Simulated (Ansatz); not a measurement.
## Te: from a guess to a relaxed structure

The calculation used Ansatz 0.2.0, DFT PBE, scalar-relativistic, plane waves, PAW. Cutoff 420 eV, Gaussian smearing, Γ-centred meshes. Cell and atoms relax first on a coarse mesh and then on a finer one. In between, the cell is made exact in the group found at 0.06 Å. In metals the finer mesh still leaves noise of several meV/atom or more. The steps can't lower the symmetry of their start. No spin polarisation.

The guess for Te was made by a generator: 6-connected net of one element (P4_132, No. 213). Lengths were set from tabulated atomic sizes, so they are only a guess.

```
CELL_PARAMETERS angstrom
4.77748 0.00000 0.00000
0.00000 4.77748 0.00000
0.00000 0.00000 4.77748
ATOMIC_POSITIONS crystal
Te 0.87500 0.12500 0.62500
Te 0.37500 0.37500 0.37500
Te 0.12500 0.62500 0.87500
Te 0.62500 0.87500 0.12500
```

Energies count from the standard state of Te at the same level.

Problem. Describe the relaxed structure.

Solution. The symmetry stays P4_132 (No. 213). The volume per atom grows by 30.7 %, from 27.3 to 35.6 Å³. The shortest distance goes from 2.93 Å (Te–Te) to 3.20 Å (Te–Te). The energy falls by about 0.43 eV/atom (the start's value is from the coarse mesh). Conventional cell: a = 5.223 Å. Te is surrounded by 6 Te at 3.20 Å.

```
CELL_PARAMETERS angstrom
5.22326 0.00000 0.00000
0.00000 5.22326 0.00000
0.00000 0.00000 5.22326
ATOMIC_POSITIONS crystal
Te 0.87500 0.12500 0.62500
Te 0.37500 0.37500 0.37500
Te 0.12500 0.62500 0.87500
Te 0.62500 0.87500 0.12500
```

Problem. Give its energy and gap.

Solution.

| Quantity | Value |
| --- | --- |
| Energy over the standard state | +0.23 eV/atom |
| Gap on the 10×10×10 mesh of the 4-atom cell | 0 eV (a metal) |

It lies above the standard state, so it could only be metastable.

The last run used Gaussian smearing of 0.10 eV. Spin–orbit coupling, which can matter for Te, is left out. The reference form of Te is held partly by dispersion forces, which this level lacks. Symmetry constrained the relaxation, so the result can be a saddle point.
